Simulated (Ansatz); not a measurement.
## B: do the settings matter for the field gradients?

Cell: an entry of the Crystallography Open Database (COD) whose atoms were relaxed with PBE, the cell held.

Space group R-3m:H (No. 166); a = 4.9179, c = 12.5805 Å, γ = 120.00°.

```
site  Wyckoff  site symmetry       x       y       z
  B1      18h             .m  0.7852  0.2148  0.2248
  B7      18h             .m  0.8631  0.1369  0.3575
```

One atom of each set is listed; the run and its k-mesh use a cell of 12 atoms with edges of 5.06, 5.06, 5.06 Å.

Reference run. The numbers come from a DFT calculation in Ansatz (PBE, plane waves and PAW, scalar-relativistic, 420 eV cutoff, Γ-centred 7×7×7 k-points, Fermi–Dirac smearing 0.05 eV).

Task: The input is changed as follows: `scf.convergence.dr2_threshold`: not typed → 1e-06; `hamiltonian.pseudopotentials`: {kind: paw} → {kind: paw, source: ansatz}. What happens to V_zz (10²¹ V/m²) and η?

Result: 

```tsv
site	V_zz reference	η reference	V_zz changed	η changed
B1	-1.44	0.21	-1.55	0.20
B7	0.84	0.43	0.81	0.39
```

The largest change of V_zz is on B1, from -1.44 to -1.55. In per cent, |V_zz| changes by -3 to +7 on B (all sites that start above 0.5). The cutoff that the program takes moves with it, from 420 to 710 eV. The changed run reads another set of PAW files. New warnings: force scf threshold loose.
